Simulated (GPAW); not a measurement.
# Pd (P6_3/mmc) in GPAW: further runs

Aim: see how the results for Pd move with the level of theory and the settings. Levels: PBEsol+D3, PBEsol+D3(BJ). Tasks: relaxation of cell and atoms.

Program: GPAW 26.7.0. These are calculated values, not measurements. Logs are shortened: lines on timing, memory, paths and dates and some standing lists are left out, and cuts for length are marked. The log counts tension as positive stress, the text compression.

## (1) The crystal as given

It takes space group P6_3/mmc (No. 194, hexagonal). Conventional cell: a = 2.784 Å, b = 2.784 Å, c = 4.629 Å, α = 90.00°, β = 90.00°, γ = 120.00°. Around Pd (site symmetry -6m2) lie 12 Pd at 2.78 to 2.82 Å.

This isn't the form of Pd at room conditions, which is fcc.

## (2) Relaxation of cell and atoms, PBEsol+D3

File run.py:

```python
from ase import Atoms
from ase.calculators.mixing import SumCalculator
from ase.filters import FrechetCellFilter
from ase.io import write
from ase.optimize import BFGS
from dftd3.ase import DFTD3
from gpaw import GPAW, PW, setup_paths

setup_paths.insert(0, '.')

atoms = Atoms(['Pd', 'Pd'],
              cell=[[2.7836650458, 0.0, 0.0],
                    [-1.3918325229, 2.4107246453, 0.0],
                    [0.0, 0.0, 4.628893]],
              scaled_positions=[[0.3333333333, 0.6666666667, 0.25],
                                [0.6666666667, 0.3333333333, 0.75]],
              pbc=True)

calc = GPAW(mode=PW(600),
            xc='PBEsol',
            kpts={'size': (8, 8, 4), 'gamma': True},
            occupations={'name': 'fermi-dirac', 'width': 0.05},
            nbands=29,
            convergence={'density': 1e-05, 'forces': 0.0001},
            maxiter=150,
            txt='gpaw.txt')
atoms.calc = SumCalculator([calc, DFTD3(method='pbesol', damping='d3zero')])
opt = BFGS(FrechetCellFilter(atoms), trajectory='relax.traj', logfile='-')
done = opt.run(fmax=0.02, steps=60)
calc.write('gs.gpw')
write('result.traj', atoms)
print('Converged:', done)
print('Cell:', atoms.cell.cellpar().round(4))
print('Volume:', round(atoms.get_volume(), 4))
print(atoms.get_scaled_positions().round(5))
```

Potentials or basis: PAW data sets generated in the run's folder for this functional, pw.

Command:

```
$ gpaw-setup -f PBEsol Pd
$ OMP_NUM_THREADS=1 python run.py
```

gpaw.txt:

```text
__  _  _
 | _ |_)|_||  |
 |__||  | ||/\| - 26.7.0

Input parameters:
  mode=PW(ecut=600.0),
  convergence={'density': 1e-05, 'forces': 0.0001},
  kpts=MonkhorstPack(size=(8, 8, 4), gamma=True),
  maxiter=150,
  nbands=29,
  occupations=Occupations(name='fermi-dirac', width=0.05),
  xc=XC(name='PBEsol')

Diagonalizing LCAO Hamiltonian
Converting LCAO to pw mode

          Pd

        Pd

Atoms  # Å, Bohr magnetons
|   | symbol |         x |        y |        z |    initial magnetic moments |
|---|--------|-----------|----------|----------|-----------------------------|
| 0 |     Pd | -0.000000 | 1.607150 | 1.157223 | ( 0.0000,  0.0000,  0.0000) |
| 1 |     Pd |  1.391833 | 0.803575 | 3.471670 | ( 0.0000,  0.0000,  0.0000) |

Unit cell  # Å
| periodic |         x |        y |        z |  lengths |     angles |
|----------|-----------|----------|----------|----------|------------|
|      yes |  2.783665 | 0.000000 | 0.000000 | 2.783665 |  90.000000 |
|      yes | -1.391833 | 2.410725 | 0.000000 | 2.783665 |  90.000000 |
|      yes |  0.000000 | 0.000000 | 4.628893 | 4.628893 | 120.000000 |

Number of symmetries: 12
Symmetry operations  # r_c * U_cc + t_c -> r_c
|    | kind |            matrix            |
|----|------|------------------------------|
|  0 |  σ   |  1, 1, 0,  0,-1, 0,  0, 0, 1 |
|  1 |  S6  |  1, 1, 0, -1, 0, 0,  0, 0,-1 |
|  2 |  E   |  1, 0, 0,  0, 1, 0,  0, 0, 1 |
|  3 |  C2  |  1, 0, 0, -1,-1, 0,  0, 0,-1 |
|  4 |  C2  |  0, 1, 0,  1, 0, 0,  0, 0,-1 |
|  5 |  C3  |  0, 1, 0, -1,-1, 0,  0, 0, 1 |
|  6 |  S6  |  0,-1, 0,  1, 1, 0,  0, 0,-1 |
|  7 |  σ   |  0,-1, 0, -1, 0, 0,  0, 0, 1 |
|  8 |  σ   | -1, 0, 0,  1, 1, 0,  0, 0, 1 |
|  9 |  i   | -1, 0, 0,  0,-1, 0,  0, 0,-1 |
| 10 |  C3  | -1,-1, 0,  1, 0, 0,  0, 0, 1 |
| 11 |  C2  | -1,-1, 0,  0, 1, 0,  0, 0,-1 |

BZ-sampling:
  Number of BZ points: 256
  Number of IBZ points: 35

  Monkhorst-Pack size: [8, 8, 4]
  Monkhorst-Pack shift: [0.0625, 0.0625, 0.125]

K-points  # in reciprocal-cell coordinates
|     |                                coordinates |     weight |
|-----|--------------------------------------------|------------|
|   0 | (  0.00000000,   0.00000000,   0.00000000) | 0.00390625 |
|   1 | (  0.00000000,   0.00000000,   0.25000000) | 0.00781250 |
|   2 | (  0.00000000,   0.00000000,   0.50000000) | 0.00390625 |
|   3 | (  0.12500000,   0.00000000,  -0.25000000) | 0.02343750 |
|   4 | (  0.12500000,   0.00000000,   0.00000000) | 0.02343750 |
|   5 | (  0.12500000,   0.00000000,   0.25000000) | 0.02343750 |
|   6 | (  0.12500000,   0.00000000,   0.50000000) | 0.02343750 |
|   7 | (  0.25000000,  -0.12500000,   0.00000000) | 0.02343750 |
|   8 | (  0.25000000,  -0.12500000,   0.25000000) | 0.04687500 |
|   9 | (  0.25000000,  -0.12500000,   0.50000000) | 0.02343750 |
| ... |                                            |            |
[... 119 lines left out ...]
Fermi level: 8.539
Eigenvalues  # (at kpt = [0.000, 0.000, 0.000])
| band index |      eig [eV] | occ [0-2] |
|------------|---------------|-----------|
|          0 |       -41.251 |     2.000 |
|        ... |               |           |
|          9 |         5.980 |     2.000 |
|         10 |         5.980 |     2.000 |
|         11 |         6.309 |     2.000 |
|         12 |         6.309 |     2.000 |
|         13 |         6.968 |     2.000 |
|         14 |         6.968 |     2.000 |
[... 8 lines left out ...]
|         23 |        30.974 |     0.000 |
|         24 |        32.829 |     0.000 |
|        ... |               |           |
|         28 |        34.152 |     0.000 |

No gap
No difference between direct/indirect transitions

Stress tensor  # eV/Ang^3
|         x |        y |        z |
|-----------|----------|----------|
|  0.062707 | 0.000000 | 0.000000 |
| -0.000000 | 0.062707 | 0.000000 |
|  0.000000 | 0.000000 | 0.059130 |

Forces  # eV/Ang
|        x |       y |        z |
|----------|---------|----------|
| -0.00000 | 0.00000 |  0.00003 |  # Pd   0
|  0.00000 | 0.00000 | -0.00003 |  # Pd   1

Interpolating wave functions to new cell

          Pd

        Pd

Atoms  # Å, Bohr magnetons
|   | symbol |         x |        y |        z |    initial magnetic moments |
|---|--------|-----------|----------|----------|-----------------------------|
| 0 |     Pd | -0.000000 | 1.590132 | 1.145489 | ( 0.0000,  0.0000,  0.0000) |
| 1 |     Pd |  1.377095 | 0.795066 | 3.436464 | ( 0.0000,  0.0000,  0.0000) |

Unit cell  # Å
| periodic |         x |         y |        z |  lengths |     angles |
|----------|-----------|-----------|----------|----------|------------|
|      yes |  2.754190 | -0.000000 | 0.000000 | 2.754190 |  90.000000 |
|      yes | -1.377095 |  2.385198 | 0.000000 | 2.754190 |  90.000000 |
|      yes |  0.000000 |  0.000000 | 4.581953 | 4.581953 | 120.000000 |

Number of symmetries: 12
Symmetry operations  # r_c * U_cc + t_c -> r_c
|    | kind |            matrix            |
|----|------|------------------------------|
|  0 |  σ   |  1, 1, 0,  0,-1, 0,  0, 0, 1 |
|  1 |  S6  |  1, 1, 0, -1, 0, 0,  0, 0,-1 |
|  2 |  E   |  1, 0, 0,  0, 1, 0,  0, 0, 1 |
|  3 |  C2  |  1, 0, 0, -1,-1, 0,  0, 0,-1 |
|  4 |  C2  |  0, 1, 0,  1, 0, 0,  0, 0,-1 |
|  5 |  C3  |  0, 1, 0, -1,-1, 0,  0, 0, 1 |
|  6 |  S6  |  0,-1, 0,  1, 1, 0,  0, 0,-1 |
|  7 |  σ   |  0,-1, 0, -1, 0, 0,  0, 0, 1 |
|  8 |  σ   | -1, 0, 0,  1, 1, 0,  0, 0, 1 |
|  9 |  i   | -1, 0, 0,  0,-1, 0,  0, 0,-1 |
| 10 |  C3  | -1,-1, 0,  1, 0, 0,  0, 0, 1 |
| 11 |  C2  | -1,-1, 0,  0, 1, 0,  0, 0,-1 |

BZ-sampling:
  Number of BZ points: 256
  Number of IBZ points: 35

  Monkhorst-Pack size: [8, 8, 4]
  Monkhorst-Pack shift: [0.0625, 0.0625, 0.125]

K-points  # in reciprocal-cell coordinates
|     |                                coordinates |     weight |
|-----|--------------------------------------------|------------|
|   0 | (  0.00000000,   0.00000000,   0.00000000) | 0.00390625 |
|   1 | (  0.00000000,   0.00000000,   0.25000000) | 0.00781250 |
|   2 | (  0.00000000,   0.00000000,   0.50000000) | 0.00390625 |
|   3 | (  0.12500000,   0.00000000,  -0.25000000) | 0.02343750 |
|   4 | (  0.12500000,   0.00000000,   0.00000000) | 0.02343750 |
|   5 | (  0.12500000,   0.00000000,   0.25000000) | 0.02343750 |
|   6 | (  0.12500000,   0.00000000,   0.50000000) | 0.02343750 |
|   7 | (  0.25000000,  -0.12500000,   0.00000000) | 0.02343750 |
|   8 | (  0.25000000,  -0.12500000,   0.25000000) | 0.04687500 |
|   9 | (  0.25000000,  -0.12500000,   0.50000000) | 0.02343750 |
| ... |                                            |            |
[... 120 lines left out ...]
Fermi level: 9.041
Eigenvalues  # (at kpt = [0.000, 0.000, 0.000])
| band index |      eig [eV] | occ [0-2] |
|------------|---------------|-----------|
|          0 |       -40.861 |     2.000 |
|        ... |               |           |
|          9 |         6.347 |     2.000 |
|         10 |         6.347 |     2.000 |
|         11 |         6.694 |     2.000 |
|         12 |         6.694 |     2.000 |
|         13 |         7.390 |     2.000 |
|         14 |         7.390 |     2.000 |
[... 8 lines left out ...]
|         23 |        31.946 |     0.000 |
|         24 |        33.579 |     0.000 |
|        ... |               |           |
|         28 |        34.947 |     0.000 |

No gap
No difference between direct/indirect transitions

Stress tensor  # eV/Ang^3
|         x |        y |         z |
|-----------|----------|-----------|
|  0.031413 | 0.000000 | -0.000000 |
|  0.000000 | 0.031413 |  0.000000 |
| -0.000000 | 0.000000 |  0.028568 |

Forces  # eV/Ang
|       x |       y |        z |
|---------|---------|----------|
| 0.00000 | 0.00000 | -0.00004 |  # Pd   0
| 0.00000 | 0.00000 |  0.00004 |  # Pd   1

Interpolating wave functions to new cell

          Pd

        Pd

Atoms  # Å, Bohr magnetons
|   | symbol |         x |        y |        z |    initial magnetic moments |
|---|--------|-----------|----------|----------|-----------------------------|
| 0 |     Pd | -0.000000 | 1.554559 | 1.121241 | ( 0.0000,  0.0000,  0.0000) |
| 1 |     Pd |  1.346288 | 0.777280 | 3.363728 | ( 0.0000,  0.0000,  0.0000) |

Unit cell  # Å
| periodic |         x |         y |         z |  lengths |     angles |
|----------|-----------|-----------|-----------|----------|------------|
|      yes |  2.692576 | -0.000000 | -0.000000 | 2.692576 |  90.000000 |
|      yes | -1.346288 |  2.331839 |  0.000000 | 2.692576 |  90.000000 |
|      yes | -0.000000 |  0.000000 |  4.484969 | 4.484969 | 120.000000 |

Number of symmetries: 12
Symmetry operations  # r_c * U_cc + t_c -> r_c
|    | kind |            matrix            |
|----|------|------------------------------|
|  0 |  σ   |  1, 1, 0,  0,-1, 0,  0, 0, 1 |
|  1 |  S6  |  1, 1, 0, -1, 0, 0,  0, 0,-1 |
|  2 |  E   |  1, 0, 0,  0, 1, 0,  0, 0, 1 |
|  3 |  C2  |  1, 0, 0, -1,-1, 0,  0, 0,-1 |
|  4 |  C2  |  0, 1, 0,  1, 0, 0,  0, 0,-1 |
|  5 |  C3  |  0, 1, 0, -1,-1, 0,  0, 0, 1 |
|  6 |  S6  |  0,-1, 0,  1, 1, 0,  0, 0,-1 |
|  7 |  σ   |  0,-1, 0, -1, 0, 0,  0, 0, 1 |
|  8 |  σ   | -1, 0, 0,  1, 1, 0,  0, 0, 1 |
|  9 |  i   | -1, 0, 0,  0,-1, 0,  0, 0,-1 |
| 10 |  C3  | -1,-1, 0,  1, 0, 0,  0, 0, 1 |
| 11 |  C2  | -1,-1, 0,  0, 1, 0,  0, 0,-1 |
[... 317 lines left out ...]
xc functional:
  name: PBEsol with 2 nearest neighbor stencil

convergence criteria:
- Maximum integral of absolute [dens]ity change: 1e-05 electrons / valence electron
- Maximum change in the atomic [forces] across last 2 cycles: 0.0001 eV/Ang OR
Maximum error relative to the maximum force is below inf
- Maximum [total energy] change in last 3 cyles: 0.0005 eV / valence electron
- Maximum integral of absolute [eigenst]ate change: 4e-08 eV^2 / valence electron
maximum number of iterations: 150

SCF iterations
|iter     | |      energy | eigst |  dens |force |
|---------|-|-------------|-------|-------|------|
|iter:   1| |   -9.081520 | -1.84 |       |      |
|iter:   2| |   -9.078749 | -4.48 | -2.13 |      |
|iter:   3| |   -9.071134c| -3.68 | -2.19 |      |
|iter:   4| |   -9.071297c| -5.26 | -3.03 |      |
|iter:   5| |   -9.071421c| -5.15 | -3.28 |      |
|iter:   6| |   -9.071422c| -7.93c| -4.31 |      |
|iter:   7| |   -9.071423c| -8.09c| -4.56 |      |
|iter:   8| |   -9.071423c| -8.93c| -6.10c|      |
|iter:   9| |   -9.071423c|-10.06c| -6.64c|-4.03c|

Converged in 9 steps
Energy contributions relative to reference atoms: (reference = -274321.200371)

Energy contributions:
  Kinetic:          -4.122197
  Coulomb:          -4.407496
  Zero:             -0.305373
  External:          0.000000
  Xc:               -0.217823
  Entropy:          -0.037067
  Spinorbit:         0.000000
  ----------------------------
  Free energy:      -9.089956
  Extrapolated:     -9.071423

dipole moment: (-0.000000, -0.000001, -0.000001)  # |e|*Ang

Fermi level: 9.965
Eigenvalues  # (at kpt = [0.000, 0.000, 0.000])
| band index |      eig [eV] | occ [0-2] |
|------------|---------------|-----------|
|          0 |       -40.145 |     2.000 |
|        ... |               |           |
|          9 |         7.019 |     2.000 |
|         10 |         7.019 |     2.000 |
|         11 |         7.399 |     2.000 |
|         12 |         7.399 |     2.000 |
|         13 |         8.166 |     2.000 |
|         14 |         8.166 |     2.000 |
[... 8 lines left out ...]
|         23 |        33.720 |     0.000 |
|         24 |        34.935 |     0.000 |
|        ... |               |           |
|         28 |        36.383 |     0.000 |
[... 199 lines left out ...]
|         12 |         7.412 |     2.000 |
|         13 |         8.182 |     2.000 |
|         14 |         8.182 |     2.000 |
[... 8 lines left out ...]
|         23 |        33.758 |     0.000 |
|         24 |        34.962 |     0.000 |
|        ... |               |           |
|         28 |        36.412 |     0.000 |

No gap
No difference between direct/indirect transitions

Stress tensor  # eV/Ang^3
|         x |         y |         z |
|-----------|-----------|-----------|
| -0.040918 | -0.000000 | -0.000000 |
| -0.000000 | -0.040918 | -0.000000 |
| -0.000000 | -0.000000 | -0.041189 |

Forces  # eV/Ang
|        x |        y |        z |
|----------|----------|----------|
|  0.00000 |  0.00000 | -0.00000 |  # Pd   0
| -0.00000 | -0.00000 |  0.00000 |  # Pd   1

# Writing to gs.gpw (mode='')
```

Wall time 81 s (1 thread of Arm Neoverse V1, shared host); peak memory 0.24 GiB.

Results:

- Free energy: -10.0626 eV
- Relaxed volume: 14.23 Å³/atom
- Relaxed cell: a = 2.702 Å, b = 2.702 Å, c = 4.501 Å, α = 90.00°, β = 90.00°, γ = 120.00°
- Space group after relaxing (to 0.05 Å): P6_3/mmc (No. 194)
- Energy gained by relaxing: 69.4 meV/atom
- Ionic steps: 5
- Pressure after relaxing: 0.0 GPa
- Band gap on the k mesh: none (metal or under the smearing width)
- Dispersion energy per atom: -0.487 eV

The path:
| step | energy change (eV) | largest force (eV/Å) | pressure (GPa) | volume (Å³) |
| --- | --- | --- | --- | --- |
| 1 | 0.0000 | 0.0000 | -15.16 | 31.06 |
| 2 | -0.0790 | 0.0000 | -10.62 | 30.10 |
| 3 | -0.1368 | 0.0000 | 2.37 | 28.16 |
| 4 | -0.1387 | 0.0000 | -0.24 | 28.49 |
| 5 | -0.1387 | 0.0000 | -0.01 | 28.46 |

Final structure:
```
CELL_PARAMETERS angstrom
2.70175 0.00000 0.00000
-1.35087 2.33978 0.00000
0.00000 0.00000 4.50136
ATOMIC_POSITIONS crystal
Pd 0.33333 0.66667 0.25000
Pd 0.66667 0.33333 0.75000
```

Levels at points of the mesh, in eV from the Fermi level:
| k point | band 14 | band 15 | band 16 | band 17 | band 18 | band 19 |
| --- | --- | --- | --- | --- | --- | --- |
| (0.00, 0.00, 0.00) | -1.80 | -1.80 | -0.27 | -0.27 | 0.62 | 7.24 |
| (0.00, 0.00, 0.50) | -2.99 | -0.76 | -0.76 | -0.76 | -0.76 | 14.44 |
| (0.50, 0.50, 0.00) | 0.01 | 0.03 | 0.21 | 2.61 | 4.66 | 9.93 |
| (0.50, 0.50, 0.50) | -0.54 | 0.13 | 0.13 | 2.55 | 2.55 | 8.53 |

Caveat: later steps reuse the first step's grids; pairwise dispersion overbinds metals, which lowers pressure and volume.

## (3) Relaxation of cell and atoms, PBEsol+D3(BJ)

run.py: that of step 2 with these lines changed.

```diff
@@ -26,3 +26,3 @@
             txt='gpaw.txt')
-atoms.calc = SumCalculator([calc, DFTD3(method='pbesol', damping='d3zero')])
+atoms.calc = SumCalculator([calc, DFTD3(method='pbesol', damping='d3bj')])
 opt = BFGS(FrechetCellFilter(atoms), trajectory='relax.traj', logfile='-')
```

Potentials or basis: PAW data sets generated in the run's folder for this functional, pw.

Command:

```
$ gpaw-setup -f PBEsol Pd
$ OMP_NUM_THREADS=1 python run.py
```

Run time: 79 s. Hardware: 1 thread of Arm Neoverse V1, shared host; peak memory 0.24 GiB.

The run converged. Its results:

* Free energy: -10.3778 eV
* Relaxed volume: 14.18 Å³/atom
* Relaxed cell: a = 2.699 Å, b = 2.699 Å, c = 4.494 Å, α = 90.00°, β = 90.00°, γ = 120.00°
* Space group after relaxing (to 0.05 Å): P6_3/mmc (No. 194)
* Energy gained by relaxing: 76.1 meV/atom
* Ionic steps: 5
* Pressure after relaxing: 0.0 GPa
* Band gap on the k mesh: none (metal or under the smearing width)
* Dispersion energy per atom: -0.647 eV

Stress tensor (GPa, compression positive):
```
-0.05  0.00  0.00
 0.00 -0.05  0.00
 0.00  0.00  0.08
```

Step by step:
```
step  energy change (eV)  largest force (eV/Å)  pressure (GPa)  volume (Å³)
   1              0.0000                0.0000          -16.04        31.06
   2             -0.0880                0.0000          -11.16        30.05
   3             -0.1502                0.0000            2.51        28.05
   4             -0.1522                0.0000           -0.25        28.39
   5             -0.1522                0.0000            0.00        28.36
```

Final structure:
```cif
data_structure
_symmetry_space_group_name_H-M 'P 1'
_symmetry_Int_Tables_number 1
_cell_length_a 2.6992
_cell_length_b 2.6992
_cell_length_c 4.4944
_cell_angle_alpha 90.000
_cell_angle_beta 90.000
_cell_angle_gamma 120.000
_cell_volume 28.36
loop_
_atom_site_label
_atom_site_type_symbol
_atom_site_fract_x
_atom_site_fract_y
_atom_site_fract_z
_atom_site_occupancy
Pd1 Pd 0.33333 0.66667 0.25000 1
Pd2 Pd 0.66667 0.33333 0.75000 1
```

Levels at points of the mesh, in eV from the Fermi level:
```tsv
k point	band 14	band 15	band 16	band 17	band 18	band 19
(0.00, 0.00, 0.00)	-1.81	-1.81	-0.27	-0.27	0.62	7.27
(0.00, 0.00, 0.50)	-3.01	-0.76	-0.76	-0.76	-0.76	14.48
(0.50, 0.50, 0.00)	0.00	0.03	0.21	2.61	4.67	9.96
(0.50, 0.50, 0.50)	-0.55	0.13	0.13	2.55	2.55	8.56
```

Caveat: later steps reuse the first step's grids; pairwise dispersion overbinds metals, which lowers pressure and volume.
